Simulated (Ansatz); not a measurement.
# CoSi: the order of phases at one pressure

Which of rocksalt, CsCl, WC, NiAs, zincblende has the lowest enthalpy for CoSi at one common pressure? Methods of the runs shown: LAPW. Companion runs by PAW are cited.

Program: Ansatz 0.2.0. Level of theory: DFT, PBE, all-electron LAPW, scalar-relativistic. These are calculated values, not measurements.

### 1 The system as given

The structure is cubic, space group Fm-3m (No. 225). The conventional cell has a = 4.294 Å, b = 4.294 Å, c = 4.294 Å, α = 90.00°, β = 90.00°, γ = 90.00°. Co (site symmetry m-3m) is surrounded by 6 Si at 2.15 Å. Si (site symmetry m-3m) has 6 Co at 2.15 Å as nearest neighbours.

Structure file:

```
Co Si
1.0
     0.00000    2.14713    2.14713
     2.14713    0.00000    2.14713
     2.14713    2.14713    0.00000
Co Si
1 1
Direct
  0.00000 0.00000 0.00000
  0.50000 0.50000 0.50000
```

Atoms are numbered in the order of the input: Co1, Si2.

### 2 Rocksalt relaxed under pressure, LAPW

input.yaml

```yaml
crystal:
  lattice:
    - [0.0, 2.1471279612, 2.1471279612]
    - [2.1471279612, 0.0, 2.1471279612]
    - [2.1471279612, 2.1471279612, 0.0]
  atoms:
    - { symbol: Co, position: [0.0, 0.0, 0.0] }
    - { symbol: Si, position: [0.5, 0.5, 0.5] }
kpoints:
  mp_grid: { grid: [16, 16, 16] }
scf:
  occupations: { method: fermi_dirac, width: 0.08 }
hamiltonian:
  xc: pbe
  pseudopotentials: { kind: all_electron, lapw: { basis_error: 0.0005 } }
output:
  forces: true
  stress: true
  eigenvalues: true
relax:
  f_tol: 0.005
  max_steps: 12
  cell: { p_target: 68.0, stress_tol: 0.034 }
```

Started as:

```console
ansatz run input.yaml --threads 1 --pin off --max-ram 3584MiB --backend cpu --events-out ev --progress --plain --runs-dir out
```

The runs that follow: CsCl relaxed under pressure, LAPW; WC relaxed under pressure, LAPW; NiAs at the cell that PAW relaxed, LAPW; Zincblende relaxed under pressure, LAPW.

Before running it: what results should come out? Wanted: pressure; lowest (for each run or level that gives them).

As calculated:

| quantity | value |
| --- | --- |
| pressure | 68 GPa |
| lowest (LAPW) | CsCl, 190.3 meV/atom under WC |
| lowest (PAW) | CsCl, 191.8 meV/atom under WC |

By LAPW the order is CsCl < WC < NiAs < rocksalt < zincblende. By PAW the order is CsCl < WC < NiAs < rocksalt < zincblende. The methods agree on the lowest phase. Only these structures were tried, with electrons smeared by 0.08 eV and without vibrations, so the true ground state may be another. The k meshes differ between phases and weren't tested, which can move differences by some meV. Spin polarisation is left out here, though a magnetic state may lie well lower.
